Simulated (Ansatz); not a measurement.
# Mo13S27: the cost of one run

Method: DFT PBE, scalar-relativistic, plane waves, PAW, in Ansatz 0.2.0.

4 further runs of the same task are left out: 1 that didn't finish, 3 set aside as unsound or not needed.

### Step 1. The structure to begin with

It takes space group R3m (No. 160, trigonal). The conventional cell has a = 3.185 Å, b = 3.185 Å, c = 22.315 Å, α = 90.00°, β = 90.00°, γ = 120.00°. Mo (site symmetry 3m) is surrounded by 6 S at 2.41 Å. S (site symmetry 3m) has 3 Mo at 2.41 Å in its first shell of neighbours.

Coordinates:

```
Mo S
1.0
     1.59259    0.91948    7.43833
    -1.59259    0.91948    7.43833
     0.00000   -1.83896    7.43833
Mo S
1 2
Direct
  0.99978 0.99978 0.99978
  0.40313 0.40313 0.40313
  0.26309 0.26309 0.26309
```

It goes back to an entry of the Materials Project, which need not be the stable form.

It is the result of an earlier relaxation at this level (volume 21.78 Å³/atom; gap on the mesh: 1.45 eV).

The host's static dielectric tensor, from an earlier linear-response run, has a mean of 9.67.

The perfect supercell (rows -2 -1 2; -1 2 -2; 2 -2 -1 in vectors of this cell) comes from an earlier run at this level (39 atoms, E(σ→0) -87916.6791 eV, gap 1.84 eV on its own mesh).

### Step 2. Setting up the defect

The extra atom is put at (0.483, 0.481, 0.474) of the supercell, the middle of a void of radius 2.47 Å. A small random displacement (spread 0.06 Å) lets the symmetry of the site break. Its neighbours are 2 S at 2.48 Å, 1 S at 2.54 Å, 1 S at 2.63 Å.

### Step 3. Relaxing the defect, charge 0

Input file input.yaml:

```yaml
crystal:
  lattice:
    - [-1.5925883304, -6.4363691089, -7.4383322291]
    - [-4.7777649912, 4.5974065063, -7.4383322291]
    - [6.3703533216, 1.8389626025, -7.4383322291]
  atoms:
    - { symbol: Mo, position: [0.923299155, 0.7694530011, 0.3079145396] }
    - { symbol: Mo, position: [0.8463760781, 0.5386837704, 0.6156068473] }
    - { symbol: Mo, position: [0.6925299242, 0.0771453088, 0.2309914627] }
    - { symbol: Mo, position: [0.6156068473, 0.8463760781, 0.5386837704] }
    - { symbol: Mo, position: [0.4617606934, 0.3848376165, 0.1540683857] }
    - { symbol: Mo, position: [0.2309914627, 0.6925299242, 0.0771453088] }
    - { symbol: Mo, position: [0.7694530011, 0.3079145396, 0.923299155] }
    - { symbol: Mo, position: [0.5386837704, 0.6156068473, 0.8463760781] }
    - { symbol: Mo, position: [0.3848376165, 0.1540683857, 0.4617606934] }
    - { symbol: Mo, position: [0.3079145396, 0.923299155, 0.7694530011] }
    - { symbol: Mo, position: [0.1540683857, 0.4617606934, 0.3848376165] }
    - { symbol: Mo, position: [0.0002222319, 0.0002222319, 0.0002222319] }
    - { symbol: Mo, position: [0.0771453088, 0.2309914627, 0.6925299242] }
    - { symbol: S, position: [0.5199438424, 0.3660976885, 0.904559227] }
    - { symbol: S, position: [0.4430207655, 0.1353284578, 0.2122515347] }
    - { symbol: S, position: [0.2891746116, 0.6737899962, 0.8276361501] }
    - { symbol: S, position: [0.2122515347, 0.4430207655, 0.1353284578] }
    - { symbol: S, position: [0.0584053808, 0.9814823039, 0.7507130731] }
    - { symbol: S, position: [0.8276361501, 0.2891746116, 0.6737899962] }
    - { symbol: S, position: [0.3660976885, 0.904559227, 0.5199438424] }
    - { symbol: S, position: [0.1353284578, 0.2122515347, 0.4430207655] }
    - { symbol: S, position: [0.9814823039, 0.7507130731, 0.0584053808] }
    - { symbol: S, position: [0.904559227, 0.5199438424, 0.3660976885] }
    - { symbol: S, position: [0.7507130731, 0.0584053808, 0.9814823039] }
    - { symbol: S, position: [0.5972605782, 0.60058467, 0.6012274648] }
    - { symbol: S, position: [0.6737899962, 0.8276361501, 0.2891746116] }
    - { symbol: S, position: [0.6599867719, 0.506140618, 0.0446021565] }
    - { symbol: S, position: [0.5803896539, 0.268188422, 0.3534752554] }
    - { symbol: S, position: [0.4292175411, 0.8138329257, 0.9676790796] }
    - { symbol: S, position: [0.3453533196, 0.5871159187, 0.2841879489] }
    - { symbol: S, position: [0.1984483103, 0.1215252334, 0.8907560026] }
    - { symbol: S, position: [0.9676790796, 0.4292175411, 0.8138329257] }
    - { symbol: S, position: [0.506140618, 0.0446021565, 0.6599867719] }
    - { symbol: S, position: [0.2788286891, 0.3545895825, 0.5762775012] }
    - { symbol: S, position: [0.1215252334, 0.8907560026, 0.1984483103] }
    - { symbol: S, position: [0.0446021565, 0.6599867719, 0.506140618] }
    - { symbol: S, position: [0.8907560026, 0.1984483103, 0.1215252334] }
    - { symbol: S, position: [0.7369098488, 0.7369098488, 0.7369098488] }
    - { symbol: S, position: [0.8138329257, 0.9676790796, 0.4292175411] }
    - { symbol: S, position: [0.4870089098, 0.4826002052, 0.4580929518] }
  host:
    lattice:
      - [1.5925883304, 0.9194813013, 7.4383322291]
      - [-1.5925883304, 0.9194813013, 7.4383322291]
      - [0.0, -1.8389626025, 7.4383322291]
    atoms:
      - { symbol: Mo, position: [0.9997777681, 0.9997777681, 0.9997777681] }
      - { symbol: S, position: [0.4031330807, 0.4031330807, 0.4031330807] }
      - { symbol: S, position: [0.2630901512, 0.2630901512, 0.2630901512] }
basis:
  ecutwfc: 420
  xc_grid: 2
kpoints:
  mp_grid: { grid: [2, 2, 2], shift: [0.5, 0.5, 0.5] }
hamiltonian:
  xc: pbe
scf:
  occupations: { method: gaussian, width: 0.01 }
output:
  forces: true
  stress: false
  eigenvalues: true
  charged_corrections:
    defect_position: [0.48317308, 0.48076923, 0.47355769]
    epsilon: [[12.8691, 0.0, 0.0], [0.0, 12.8691, 0.0], [0.0, 0.0, 3.2679]]
  write_density: true
  write_potential: true
  elf: true
  volumetric_format: npy
relax:
  adjacent_minimum: "off"
  f_tol: 0.025
  max_steps: 45
```

The run is started by

```console
> ansatz run input.yaml --threads 4 --pin off --max-ram 10240MiB --backend cpu --events-out ev --progress --plain --runs-dir out
```

What time and memory should one allow on 4 threads of AMD EPYC 7R43 (Zen 3), shared host?

About 4.3 min, with a peak of 3.4 GiB.
